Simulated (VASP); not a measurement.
# KI (Fm-3m) in VASP: a series of runs

Aim: see how the results for KI move with the level of theory and the settings. Levels: r2SCAN, PBEsol. Tasks: single point.

Program: VASP 6.6.1. These are calculated values, not measurements. Logs are shortened: lines on timing, memory, paths and dates and some standing lists are left out, and cuts for length are marked.

**What was measured.**

A printed reference work, monograph reports, for a bulk crystal of KI: band gap 6.32 eV.

How close the calculation comes is told below.

## 1. The cell of the first run

The structure is cubic, space group Fm-3m (No. 225). The conventional cell has a = 7.066 Å, b = 7.066 Å, c = 7.066 Å, α = 90.00°, β = 90.00°, γ = 90.00°. Within 4.6 Å of I (site symmetry m-3m) lie 6 K at 3.53 Å. Within 4.6 Å of K (site symmetry m-3m) lie 6 I at 3.53 Å.

## 2. Single point, r2SCAN

Input file POSCAR:

```
KI
1.0
    0.0000000000      3.5327750000      3.5327750000
    3.5327750000      0.0000000000      3.5327750000
    3.5327750000      3.5327750000      0.0000000000
I K
1 1
Direct
    0.5000000000      0.5000000000      0.5000000000
    0.0000000000      0.0000000000      0.0000000000
```

Input file INCAR.step1:

```
ALGO     = Normal         # electronic algorithm
EDIFF    = 1E-4           # SCF threshold, eV
ENCUT    = 520            # plane-wave cutoff, eV
GGA      = PE             # functional
ISMEAR   = -1             # smearing method
LASPH    = True           # aspherical terms in the spheres
LCHARG   = False          # write CHGCAR
LREAL    = False          # projectors in reciprocal space
LWAVE    = True           # write WAVECAR
NBANDS   = 15             # bands
NELM     = 100            # most SCF steps
PREC     = Accurate       # precision mode
SIGMA    = 0.05           # smearing width, eV
```

Input file INCAR.step2:

```
ALGO     = Normal         # electronic algorithm
EDIFF    = 1E-7           # SCF threshold, eV
ENCUT    = 520            # plane-wave cutoff, eV
ISIF     = 2              # what is computed and relaxed
ISMEAR   = -1             # smearing method
ISTART   = 1            
LASPH    = True           # aspherical terms in the spheres
LCHARG   = False          # write CHGCAR
LMIXTAU  = True         
LREAL    = False          # projectors in reciprocal space
LWAVE    = False          # write WAVECAR
METAGGA  = R2SCAN         # meta-GGA
NBANDS   = 15             # bands
NELM     = 100            # most SCF steps
PREC     = Accurate       # precision mode
SIGMA    = 0.05           # smearing width, eV
```

Input file KPOINTS:

```
k-points
0
Gamma
  4 4 4
```

Potentials or basis: VASP PAW PBE potentials, release 64 (I, K_sv).

Launch:

```bash
$ cat potpaw_PBE.64/I/POTCAR potpaw_PBE.64/K_sv/POTCAR > POTCAR
$ cp INCAR.step1 INCAR
$ mpirun -np 1 vasp_std > vasp.out
$ cp INCAR.step2 INCAR
$ mpirun -np 1 vasp_std > vasp.out
```

OUTCAR:

```text
EDIFF = 1E-7
   ENCUT = 520
   ISIF = 2
   ISMEAR = -1
   ISTART = 1
   LASPH = True
   LREAL = False
   METAGGA = R2SCAN
   NELM = 100
   PREC = Accurate

 ion  position               nearest neighbor table
   1  0.500  0.500  0.500-   2 3.53   2 3.53   2 3.53   2 3.53   2 3.53   2 3.53
   2  0.000  0.000  0.000-   1 3.53   1 3.53   1 3.53   1 3.53   1 3.53   1 3.53

  LATTYP: Found a face centered cubic cell.
 ALAT       =     7.0655500000

  Lattice vectors:

 A1 = (   0.0000000000,   3.5327750000,   3.5327750000)
 A2 = (   3.5327750000,   0.0000000000,   3.5327750000)
 A3 = (   3.5327750000,   3.5327750000,   0.0000000000)

Analysis of symmetry for initial positions (statically):
=====================================================================
 Subroutine PRICEL returns:
 Original cell was already a primitive cell.

 Routine SETGRP: Setting up the symmetry group for a
 face centered cubic supercell.

 Subroutine GETGRP returns: Found 48 space group operations
 (whereof 48 operations were pure point group operations)
 out of a pool of 48 trial point group operations.

The static configuration has the point symmetry O_h .

Analysis of symmetry for dynamics (positions and initial velocities):
=====================================================================
 Subroutine PRICEL returns:
 Original cell was already a primitive cell.

 Routine SETGRP: Setting up the symmetry group for a
 face centered cubic supercell.

 Subroutine GETGRP returns: Found 48 space group operations
 (whereof 48 operations were pure point group operations)
 out of a pool of 48 trial point group operations.

The dynamic configuration has the point symmetry O_h .

 Subroutine INISYM returns: Found 48 space group operations
 (whereof 48 operations are pure point group operations),
 and found     1 'primitive' translations

----------------------------------------------------------------------------------------

                                     Primitive cell

  volume of cell :      88.1816

  direct lattice vectors                    reciprocal lattice vectors
     0.000000000  3.532775000  3.532775000    -0.141531799  0.141531799  0.141531799
     3.532775000  0.000000000  3.532775000     0.141531799 -0.141531799  0.141531799
     3.532775000  3.532775000  0.000000000     0.141531799  0.141531799 -0.141531799

  length of vectors
     4.996098318  4.996098318  4.996098318     0.245140266  0.245140266  0.245140266

  position of ions in fractional coordinates (direct lattice)
     0.500000000  0.500000000  0.500000000
     0.000000000  0.000000000  0.000000000

  ion indices of the primitive-cell ions
   primitive index   ion index
                 1           1
                 2           2

----------------------------------------------------------------------------------------

 KPOINTS: k-points

Automatic generation of k-mesh.
 Grid dimensions read from file:
 generate k-points for:    4    4    4

 Generating k-lattice:

  Cartesian coordinates                     Fractional coordinates (reciprocal lattice)
    -0.035382950  0.035382950  0.035382950     0.250000000  0.000000000  0.000000000
     0.035382950 -0.035382950  0.035382950     0.000000000  0.250000000  0.000000000
     0.035382950  0.035382950 -0.035382950     0.000000000  0.000000000  0.250000000

  Length of vectors
     0.061285067  0.061285067  0.061285067

  Shift w.r.t. Gamma in fractional coordinates (k-lattice)
     0.000000000  0.000000000  0.000000000

 Subroutine IBZKPT returns following result:
 ===========================================

 Found      8 irreducible k-points:

 Following reciprocal coordinates:
            Coordinates               Weight
  0.000000  0.000000  0.000000      1.000000
  0.250000  0.000000  0.000000      8.000000
  0.500000  0.000000  0.000000      4.000000
  0.250000  0.250000  0.000000      6.000000
  0.500000  0.250000  0.000000     24.000000
 -0.250000  0.250000  0.000000     12.000000
  0.500000  0.500000  0.000000      3.000000
 -0.250000  0.500000  0.250000      6.000000
   k-points           NKPTS =      8   k-points in BZ     NKDIM =      8   number of bands    NBANDS=     15
   number of dos      NEDOS =    301   number of ions     NIONS =      2
   total plane-waves  NPLWV =  64000
   dimension x,y,z NGX =    40 NGY =   40 NGZ =   40
   dimension x,y,z NGXF=    80 NGYF=   80 NGZF=   80
   ions per type =               1   1
   NGX,Y,Z   is equivalent  to a cutoff of  13.31, 13.31, 13.31 a.u.
   NGXF,Y,Z  is equivalent  to a cutoff of  26.62, 26.62, 26.62 a.u.
 SYSTEM =  unknown system
   PREC   = accura    normal or accurate (medium, high low for compatibility)
   ISTART =      1    job   : 0-new  1-cont  2-samecut
   ICHARG =      0    charge: 1-file 2-atom 10-const
   ISPIN  =      1    spin polarized calculation?
   LNONCOLLINEAR =      F non collinear calculations
   LSORBIT =      F    spin-orbit coupling
   LASPH  =      T    aspherical Exc in radial PAW
   ENCUT  =  520.0 eV  38.22 Ry    6.18 a.u.   9.29  9.29  9.29*2*pi/ulx,y,z
   NELM   =    100;   NELMIN=  2; NELMDL=  0     # of ELM steps
   EDIFF  = 0.1E-06   stopping-criterion for ELM
   LREAL  =      F    real-space projection
   EDIFFG = 0.1E-05   stopping-criterion for IOM
   NSW    =      0    number of steps for IOM
   IBRION =     -1    ionic relax: 0-MD 1-quasi-New 2-CG
   NFREE  =      0    steps in history (QN), initial steepest desc. (CG)
   ISIF   =      2    stress and relaxation
   ISYM   =      2    0-nonsym 1-usesym 2-fastsym
   POTIM  = 0.5000    time-step for ionic-motion
   TEBEG  =    0.0;   TEEND  =   0.0 temperature during run
   PSTRESS=    0.0 pullay stress
   NELECT =      16.0000    total number of electrons
   NUPDOWN=      -1.0000    fix difference up-down
   EMIN   =  10.00;   EMAX   =-10.00  energy-range for DOS
   EFERMI =   0.00;   METHOD = LEGACY
   ISMEAR =    -1;   SIGMA  =   0.05  broadening in eV -4-tet -1-fermi 0-gaus
   EFERMI_NEDOS =   21; number of points for ismear=-14 and -15
   IALGO  =     38    algorithm
   IMIX   =      4    mixing-type and parameters
     AMIX     =   0.40;   BMIX     =  1.00
     AMIX_MAG =   1.60;   BMIX_MAG =  1.00
  volume/ion in A,a.u.               =      44.09       297.54
  Fermi-wavevector in a.u.,A,eV,Ry     =   0.926806  1.751409 11.686988  0.858969
  Thomas-Fermi vector in A             =   2.052808
   LORBIT       =      0    0 simple, 1 ext, 2 COOP (PROOUT), +10 PAW based schemes
   METAGGA = R2SCAN    functional components
   LHFCALC =     F    Hartree Fock is set to
   AEXX    =    0.0000 exact exchange contribution
   IVDW    =     0    specifies the selected vdW correction
   LEPSILON=     F    determine dielectric tensor
   LRPA    =     F    only Hartree local field effects (RPA)
 non-spin polarized calculation
  energy-cutoff  :      520.00
  volume of cell :       88.18
 maximum number of plane-waves:      2421
 NGX is ok and might be reduce to    40
   NGX = 19   NGY = 19   NGZ = 19

 number of electron      15.9999999 magnetization

 Free energy of the ion-electron system (eV)
  ---------------------------------------------------
  ext. energy  EPLUGINS =         0.00000000
  ---------------------------------------------------
  free energy    TOTEN  =       -33.98303555 eV

  energy without entropy =      -33.98303555  energy(sigma->0) =      -33.98303555

 E-fermi :   0.4379     XC(G=0):  -7.5174

 val. band max:       -0.7543497685   @ k =   0.0000   0.0000   0.0000
 cond. band min:       3.8532506612   @ k =   0.0000   0.0000   0.0000
 fundamental gap:      4.6076004297
 Fermi energy:         0.4379443520

 k-point     1 :       0.0000    0.0000    0.0000
  band No.  band energies     occupation
      1     -30.4142      2.00000
      2     -13.1294      2.00000
      3     -13.1294      2.00000
      4     -13.1294      2.00000
      5     -11.5669      2.00000
      6      -0.7544      2.00000
      7      -0.7544      2.00000
      8      -0.7543      2.00000
      9       3.8533      0.00000
     10       6.2937      0.00000
     11       6.2937      0.00000
     12       6.2937      0.00000
     13       7.1446      0.00000
     14       7.1446      0.00000
     15       9.5122      0.00000

 k-point     2 :       0.2500    0.0000    0.0000
  band No.  band energies     occupation
      1     -30.4132      2.00000
      2     -13.2088      2.00000
      3     -13.1303      2.00000
      4     -13.1303      2.00000
      5     -11.4176      2.00000
      6      -1.5035      2.00000
      7      -0.9297      2.00000
      8      -0.9297      2.00000
      9       4.9075      0.00000
     10       6.3654      0.00000
     11       6.9355      0.00000
     12       6.9355      0.00000
     13       7.8626      0.00000
     14       7.8626      0.00000
     15      10.3592      0.00000

 k-point     3 :       0.5000    0.0000    0.0000
  band No.  band energies     occupation
      1     -30.4122      2.00000
      2     -13.2779      2.00000
      3     -13.1312      2.00000
      4     -13.1312      2.00000
      5     -11.2756      2.00000
      6      -2.0740      2.00000
      7      -1.0898      2.00000
      8      -1.0898      2.00000
      9       5.2683      0.00000
     10       7.5811      0.00000
     11       8.0119      0.00000
     12       8.0119      0.00000
     13       8.6694      0.00000
     14       8.6694      0.00000
     15       9.5055      0.00000

 k-point     4 :       0.2500    0.2500    0.0000
  band No.  band energies     occupation
      1     -30.4129      2.00000
      2     -13.1870      2.00000
      3     -13.1382      2.00000
      4     -13.1382      2.00000
      5     -11.4274      2.00000
      6      -1.5315      2.00000
      7      -0.9630      2.00000
      8      -0.9630      2.00000
      9       5.2082      0.00000
     10       5.2408      0.00000
     11       7.5523      0.00000
     12       7.7597      0.00000
     13       7.7597      0.00000
     14       8.0389      0.00000
     15      10.3092      0.00000

 k-point     5 :       0.5000    0.2500    0.0000
  band No.  band energies     occupation
      1     -30.4119      2.00000
      2     -13.2197      2.00000
      3     -13.1475      2.00000
      4     -13.1392      2.00000
      5     -11.3417      2.00000
      6      -1.7907      2.00000
      7      -1.3018      2.00000
      8      -1.1099      2.00000
      9       5.3997      0.00000
     10       6.6271      0.00000
     11       7.2237      0.00000
     12       8.2058      0.00000
     13       8.7062      0.00000
     14       9.0534      0.00000
     15       9.8358      0.00000

 k-point     6 :      -0.2500    0.2500    0.0000
  band No.  band energies     occupation
      1     -30.4122      2.00000
      2     -13.2321      2.00000
      3     -13.1491      2.00000
      4     -13.1313      2.00000
      5     -11.3315      2.00000
      6      -1.7761      2.00000
      7      -1.2621      2.00000
      8      -1.0803      2.00000
      9       6.0053      0.00000
     10       6.2729      0.00000
     11       7.1330      0.00000
     12       7.5754      0.00000
     13       8.5648      0.00000
     14       8.9079      0.00000
     15       9.8860      0.00000

 k-point     7 :       0.5000    0.5000    0.0000
  band No.  band energies     occupation
      1     -30.4115      2.00000
      2     -13.1735      2.00000
      3     -13.1472      2.00000
      4     -13.1472      2.00000
      5     -11.4119      2.00000
      6      -1.7737      2.00000
      7      -1.1287      2.00000
      8      -1.1287      2.00000
      9       4.6184      0.00000
     10       5.7421      0.00000
     11       8.0794      0.00000
     12       8.6932      0.00000
     13       8.7938      0.00000
     14       9.5961      0.00000
     15       9.5961      0.00000

 k-point     8 :      -0.2500    0.5000    0.2500
  band No.  band energies     occupation
      1     -30.4115      2.00000
      2     -13.1801      2.00000
      3     -13.1603      2.00000
      4     -13.1603      2.00000
      5     -11.3517      2.00000
      6      -1.4956      2.00000
      7      -1.4956      2.00000
      8      -1.3494      2.00000
      9       6.2146      0.00000
     10       6.2146      0.00000
     11       6.6256      0.00000
     12       8.2327      0.00000
     13       8.8134      0.00000
     14       9.6356      0.00000
     15      10.1476      0.00000

------------------------ aborting loop because EDIFF is reached ----------------------------------------

  FORCE on cell =-STRESS in cart. coord.  units (eV):
  Direction    XX          YY          ZZ          XY          YZ          ZX
  --------------------------------------------------------------------------------------
  -------------------------------------------------------------------------------------
  Total        0.0833982      0.0833982      0.0833982     -0.0000000      0.0000000     -0.0000000
  in kB        1.5152674      1.5152674      1.5152674     -0.0000000      0.0000000     -0.0000000
  external PRESSURE =       1.5152674 kB  Pullay stress =       0.0000000 kB

 VOLUME and BASIS-vectors are now :
 -----------------------------------------------------------------------------
  energy-cutoff  :      520.00
  volume of cell :       88.18
      direct lattice vectors                 reciprocal lattice vectors
     0.000000000  3.532775000  3.532775000    -0.141531799  0.141531799  0.141531799
     3.532775000  0.000000000  3.532775000     0.141531799 -0.141531799  0.141531799
     3.532775000  3.532775000  0.000000000     0.141531799  0.141531799 -0.141531799

 POSITION                                       TOTAL-FORCE (eV/Angst)
 -----------------------------------------------------------------------------------
      3.53277      3.53277      3.53277        -0.000000     -0.000000     -0.000000
      0.00000      0.00000      0.00000         0.000000      0.000000      0.000000
 -----------------------------------------------------------------------------------
    total drift:                                0.000000     -0.000000     -0.000000

  FREE ENERGIE OF THE ION-ELECTRON SYSTEM (eV)
  ---------------------------------------------------
  free  energy   TOTEN  =       -33.9830355469 eV

  energy  without entropy=      -33.9830355469  energy(sigma->0) =      -33.98303555
```

It took 1.8 min on 1 thread of Intel Xeon 8259CL, shared host; peak memory 0.25 GiB.

What came out:

```
Free energy            : -33.9830 eV
Pressure               : 0.2 GPa
Band gap on the k mesh : 4.61 eV
```

Caveat: the PAW data sets were made with another functional, which shifts forces and pressure a little; spin-orbit coupling is left out, which moves the levels of the heavy elements.

## 3. Single point, PBEsol

Input file INCAR:

```
PREC     = Accurate       # precision mode
ENCUT    = 520            # plane-wave cutoff, eV
EDIFF    = 1E-7           # SCF threshold, eV
ISMEAR   = -1             # smearing method
SIGMA    = 0.05           # smearing width, eV
LREAL    = False          # projectors in reciprocal space
LASPH    = True           # aspherical terms in the spheres
NELM     = 100            # most SCF steps
ALGO     = Normal         # electronic algorithm
ISIF     = 2              # what is computed and relaxed
LWAVE    = False          # write WAVECAR
LCHARG   = False          # write CHGCAR
GGA      = PS             # functional
NBANDS   = 15             # bands
```

Input file KPOINTS:

```
Automatic mesh
0
Gamma
  6 6 6
```

POSCAR is that of step 2.

Potentials or basis: VASP PAW PBE potentials, release 64 (I, K_sv).

Launch:

```bash
$ cat potpaw_PBE.64/I/POTCAR potpaw_PBE.64/K_sv/POTCAR > POTCAR
$ mpirun -np 1 vasp_std > vasp.out
```

It took 36 s on 1 thread of Intel Xeon 8259CL, shared host; peak memory 0.24 GiB.

Results (log left out):

* Free energy: -5.8146 eV
* Pressure: -0.3 GPa
* Band gap on the k mesh: 3.81 eV

Levels at points of the mesh, in eV from the valence-band top:
| k point | band 4 | band 5 | band 6 | band 7 | band 8 | band 9 | band 10 | band 11 | band 12 | band 13 |
| --- | --- | --- | --- | --- | --- | --- | --- | --- | --- | --- |
| (0.00, 0.00, 0.00) | -11.88 | -10.54 | 0.00 | 0.00 | 0.00 | 3.81 | 6.43 | 6.43 | 6.43 | 7.17 |
| (0.50, 0.00, 0.00) | -11.88 | -10.24 | -1.35 | -0.34 | -0.34 | 5.38 | 7.61 | 8.07 | 8.07 | 8.67 |
| (0.50, 0.50, 0.00) | -11.90 | -10.39 | -1.02 | -0.37 | -0.37 | 4.83 | 5.67 | 8.07 | 8.65 | 8.68 |

Caveat: the PAW data sets were made with another functional, which shifts forces and pressure a little; spin-orbit coupling is left out, which moves the levels of the heavy elements.

## 4. How close it comes

Step 2. A measured gap of KI is 6.32 eV (a printed reference work, monograph); the calculated 4.61 eV misses it by -1.71 eV. Spin-orbit coupling on I is left out. The value is that of r2SCAN, without temperature or zero-point motion.

Step 3. Measured gap of KI: 6.32 eV (a printed reference work, monograph). This calculation gives 3.81 eV (-2.51 eV). Spin-orbit coupling on I is left out. The value is that of PBEsol, without temperature or zero-point motion. Semilocal functionals fall short of measured gaps as a rule.
